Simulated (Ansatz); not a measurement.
Ideal shear of a crystal plane in ZnS

These are results of Ansatz, DFT r2SCAN, scalar-relativistic, plane waves, PAW, not measurements. The runs took a 500 eV cutoff, a Γ-centred 7×7×2 mesh and Gaussian smearing (0.05 eV). No spin polarisation. Energies are free energies at this smearing, counted from the undisturbed cell; pressure is positive in compression.

The undisturbed cell (relaxed at this level):

```yaml
crystal:
  lattice:
    - [-3.80874, 0.00000, 0.00000]
    - [-1.90437, -3.29846, 0.00000]
    - [0.00000, 0.00000, 12.46647]
  atoms:
    - { symbol: Zn, position: [0.00000, 0.00000, 0.65626] }
    - { symbol: Zn, position: [0.00000, 0.00000, 0.15626] }
    - { symbol: Zn, position: [0.33333, 0.33333, 0.90622] }
    - { symbol: Zn, position: [0.66667, 0.66667, 0.40622] }
    - { symbol: S, position: [0.00000, 0.00000, 0.84339] }
    - { symbol: S, position: [0.00000, 0.00000, 0.34339] }
    - { symbol: S, position: [0.33333, 0.33333, 0.09373] }
    - { symbol: S, position: [0.66667, 0.66667, 0.59373] }
```

The cut lies on the cell's a–b face, a (0 0 1) plane (indices in the standard cell, whose axes needn't be the Cartesian ones shown) of area 12.56 Å², between layers 2.34 Å apart. Vector c is tilted by f times 1·a + 1·b (length 6.597 Å) with the atoms' Cartesian places fixed: one unrelaxed fault a cell. The traction is dγ/du, the slope of γ against the slip u in Å.

```csv
f,γ (mJ/m²),traction (GPa)
0.0000,0,0.0
0.0833,120,4.4
0.1667,459,7.3
0.2500,816,4.7
0.3333,935,0.0
0.4167,909,0.0
0.5000,994,3.3
0.5833,1239,4.9
0.6667,1412,0.0
0.7500,1157,-8.8
0.8333,585,-10.4
0.9167,138,-5.3
```

Q: Read off the first barrier and the stress needed to climb it, and compare with Frenkel's sinusoid.

A: The first sampled maximum lies at f = 0.333, a slip of 2.20 Å, with γ ≈ 935 mJ/m², which stands in for the unstable fault energy γ_us, and the steepest sampled slope before it is 7.3 GPa. A sinusoid γ = γ_us sin²(πu/λ) with its maximum there has λ = 4.40 Å and a largest slope πγ_us/λ = 6.7 GPa (1 mJ/m² per Å = 0.01 GPa). The stand-in is too high: a rotation axis of order three or more passes through this point, so the curvature is the same in every direction of the plane and the point is a peak of the γ-surface, which slip goes round.

Q: Is there a metastable fault on this line?

A: The samples dip to a local minimum of 909 mJ/m² at f = 0.417. It lies off the rotation axes, between two maxima that lie on them, so it is most likely the pass between two peaks of the γ-surface: a saddle for slip across the line, a better estimate of γ_us, and no metastable fault.

The cut is rigid; relaxing the faces lowers these energies and usually the stresses.

Cost: 12 runs of about 8.8 core-minutes in all, on Arm Neoverse V2 (shared hosts).